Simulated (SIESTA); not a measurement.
**ZnSe (Stilleite) in SIESTA: the effect of strain zz**

ZnSe (Stilleite):

```xyz
2
Lattice="0.0000 2.8338 2.7204 2.8338 0.0000 2.7204 2.8338 2.8338 0.0000" Properties=species:S:1:pos:R:3 pbc="T T T"
Se    4.2507    4.2507    4.0807
Zn    0.0000    0.0000    0.0000
```

The cell isn't the ideal one: cell strained along z.

Alike in all runs:

- Program: SIESTA 5.4.2
- Task: band structure
- Functional: PBE
- Potentials or basis: PseudoDojo 0.4 standard (PBE files)
- Basis: DZP (energy shift 0.003 Ry; two zetas on semicore shells)
- Grid cutoff: 800 Ry
- Energy shift: 0.003 Ry
- k mesh: 8 × 8 × 8
- Occupations: fermi-dirac, width 0.05 eV
- Spin: no spin polarisation

| strain zz | gap on the mesh (eV) | pressure (GPa) |
| --- | --- | --- |
| -0.04 | 1.70 | 5.8 |
| -0.02 | 1.65 | 4.0 |
| -0.01 | 1.62 | 3.2 |
| 0 | 1.59 | 2.4 |
| 0.01 | ? | ? |
| 0.02 | 1.46 | 1.1 |
| 0.04 | 1.32 | -0.1 |

What does the run with strain zz 0.01 give?

gap on the mesh 1.52 eV; pressure 1.7 GPa.

Worked out: A parabola through the other rows of the gap on the mesh, of slope -5.63 eV per unit of strain zz there, gives 1.53 eV, against the run's 1.52. A parabola through the other rows of the pressure, of slope -68.2 GPa per unit of strain zz there, gives 1.7 GPa, against the run's 1.7.

Caveats: short orbitals over semicore shells can move pressures by several GPa; the valence orbitals were made in a potential fitted to the semicore shell under them, which widens gaps by tenths of an eV or more; the basis of atomic orbitals isn't converged, which shifts pressures, moduli and gaps.

